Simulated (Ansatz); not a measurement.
Al:

```
Al
1.0
    -1.59122    1.59122    1.59122
     1.59122   -1.59122    1.59122
     1.59122    1.59122   -1.59122
Al
1
Direct
  0.00000 0.00000 0.00000
```

This isn't the form of Al at room conditions, which is fcc.

- Program: Ansatz 0.2.0
- Task: relaxation of cell and atoms
- Functional: RPBE
- Potentials or basis: Ansatz PAW
- Cutoff: 420 eV (not typed: the program's choice for these potentials)
- k mesh: 12 × 12 × 12
- Occupations: fermi-dirac, width 0.05 eV
- Spin: no spin polarisation

At the start: volume 16.12 Å³/atom.

**Question.** Where does the relaxation end?

**Answer.** It ends after 6 steps and the volume is 17.25 Å³/atom (+7.1 %); space group Im-3m (No. 229, to 0.05 Å).

Step by step:
```csv
step,energy change (eV),largest force (eV/Å),volume (Å³)
1,0.0000,0.0000,16.12
2,-0.0171,0.0000,17.22
3,-0.0171,0.0000,17.24
4,-0.0178,0.0000,17.24
5,-0.0178,0.0000,17.25
6,-0.0178,0.0000,17.25
```

Final structure:
```cif
data_structure
_symmetry_space_group_name_H-M 'P 1'
_symmetry_Int_Tables_number 1
_cell_length_a 2.8194
_cell_length_b 2.8194
_cell_length_c 2.8194
_cell_angle_alpha 109.471
_cell_angle_beta 109.471
_cell_angle_gamma 109.471
_cell_volume 17.25
loop_
_atom_site_label
_atom_site_type_symbol
_atom_site_fract_x
_atom_site_fract_y
_atom_site_fract_z
_atom_site_occupancy
Al1 Al 0.00000 0.00000 0.00000 1
```

Caveat: the plane-wave basis is chosen anew once the cell has moved, so the energies of steps on either side of that aren't comparable; the PAW data sets come from PBE, with cores solved anew for the run's functional, which leaves a small shift of forces and pressure.
